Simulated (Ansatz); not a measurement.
# Zr (bcc type): how the settings move a single-point run

Question: which choices in the input matter for Zr (bcc type)?

Computed with Ansatz 0.2.0 (reference: DFT, PBEsol, PAW with Ansatz's default frozen-core files, scalar-relativistic, unless a step's input says otherwise).

### 1 The system as given

Symmetry: Im-3m, No. 229, cubic system. Conventional cell: a = 3.520 Å, b = 3.520 Å, c = 3.520 Å, α = 90.00°, β = 90.00°, γ = 90.00°. Zr (site symmetry m-3m) is surrounded by 8 Zr at 3.05 Å.

Structure file:

```cif
data_structure
_symmetry_space_group_name_H-M 'P 1'
_symmetry_Int_Tables_number 1
_cell_length_a 7.8707
_cell_length_b 3.5199
_cell_length_c 7.8707
_cell_angle_alpha 90.000
_cell_angle_beta 90.000
_cell_angle_gamma 90.000
_cell_volume 218.05
loop_
_atom_site_label
_atom_site_type_symbol
_atom_site_fract_x
_atom_site_fract_y
_atom_site_fract_z
_atom_site_occupancy
Zr1 Zr 0.00000 0.00000 0.00000 1
Zr2 Zr 0.40000 0.00000 0.20000 1
Zr3 Zr 0.10000 0.50000 0.30000 1
Zr4 Zr 0.20000 0.00000 0.60000 1
Zr5 Zr 0.70000 0.50000 0.10000 1
Zr6 Zr 0.80000 0.00000 0.40000 1
Zr7 Zr 0.50000 0.50000 0.50000 1
Zr8 Zr 0.60000 0.00000 0.80000 1
Zr9 Zr 0.30000 0.50000 0.90000 1
Zr10 Zr 0.90000 0.50000 0.70000 1
```

### 2 Baseline

Contents of input.yaml:

```yaml
crystal:
  lattice:
    - [-3.5198916364, 7.0397832728, 0.0]
    - [0.0, 0.0, 3.5198916364]
    - [7.0397832728, 3.5198916364, 0.0]
  atoms:
    - { symbol: Zr, position: [0.0, 0.0, 0.0] }
    - { symbol: Zr, position: [0.4, 0.0, 0.2] }
    - { symbol: Zr, position: [0.1, 0.5, 0.3] }
    - { symbol: Zr, position: [0.2, 0.0, 0.6] }
    - { symbol: Zr, position: [0.7, 0.5, 0.1] }
    - { symbol: Zr, position: [0.8, 0.0, 0.4] }
    - { symbol: Zr, position: [0.5, 0.5, 0.5] }
    - { symbol: Zr, position: [0.6, 0.0, 0.8] }
    - { symbol: Zr, position: [0.3, 0.5, 0.9] }
    - { symbol: Zr, position: [0.9, 0.5, 0.7] }
kpoints:
  mp_grid: { grid: [5, 10, 5] }
scf:
  occupations: { method: fermi_dirac, width: 0.05 }
hamiltonian:
  xc: pbesol
  pseudopotentials: { kind: paw }
output:
  forces: true
  stress: true
  eigenvalues: true
```

Command:

```
ansatz run input.yaml --threads 1 --pin off --max-ram 3584MiB --backend cpu --events-out ev --progress --plain --runs-dir out
```

### 3 Variant: occupations.width 0.025, preconditioner resta

Edit input.yaml of step 2 so:

```diff
@@ -19,3 +19,4 @@
 scf:
-  occupations: { method: fermi_dirac, width: 0.05 }
+  occupations: { method: fermi_dirac, width: 0.025 }
+  mixing: { preconditioner: resta }
 hamiltonian:
```

**Question.** What will these runs give? Wanted: for each run, ending; energy change; pressure; gap; force.

**Answer**, as computed:

```tsv
run	ending	energy change	pressure (GPa)	gap (eV)	force (eV/Å)	cycles	time
reference	converged	0	0.1	0.00	0.00	6	20 s
1: occupations.width 0.025, preconditioner resta	converged	-0.4 meV/atom (σ→0)	0.0	0.00	0.00	6	17 s
```

Residual by cycle in the longest SCF loop of each run; runs are numbered as in the table. The quantity is the density residual dr2, in eV.

```tsv
cycle	reference	run 1
1	0.00908	0.00933
2	0.00313	0.0018
3	8.2e-5	1.6e-5
4	1.2e-6	1.0e-7
5	3.2e-8	3.6e-9
6	7.6e-10	4.1e-11
```

**Reading.** Changing the smearing and mixing leaves the energy as it was (-0.4 meV/atom).
